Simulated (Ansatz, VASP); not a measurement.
BN: VASP beside Ansatz

```xyz
2
Lattice="-0.0134 1.7458 1.7458 1.7458 -0.0134 1.7458 1.7325 1.7325 0.0000" Properties=species:S:1:pos:R:3 pbc="T T T"
B     0.0000    0.0000    0.0000
N     1.7325    1.7325    1.7458
```

Change from the starting cell: shear_xy strain -1.5%.

Alike in both runs: task single point; functional r2SCAN; k mesh 12 × 12 × 12; no spin polarisation.

|  | VASP | Ansatz |
| --- | --- | --- |
| version | VASP 6.6.1 | Ansatz 0.2.0 |
| potentials or method | VASP PAW PBE potentials, release 64 (B, N) | plane waves, PAW |
| plane-wave cutoff (eV) | 520 | 500 |
| occupations | gaussian, width 0.01 eV | fixed |
| valence electrons in the cell | 8 | 8 |

VASP gave:

```
gap on the k mesh at the Fermi level (eV)       : 1.18
pressure (GPa)                                  : 0.5
largest component of the traceless stress (GPa) : 10.18
```

Task: What did Ansatz give for the same quantities?

Result: gap on the k mesh at the Fermi level (eV): 1.20; pressure (GPa): 0.1; largest component of the traceless stress (GPa): 10.18.

Caveats: the PAW data sets were made with another functional, which shifts forces and pressure a little (VASP). A k mesh can miss the band edges.
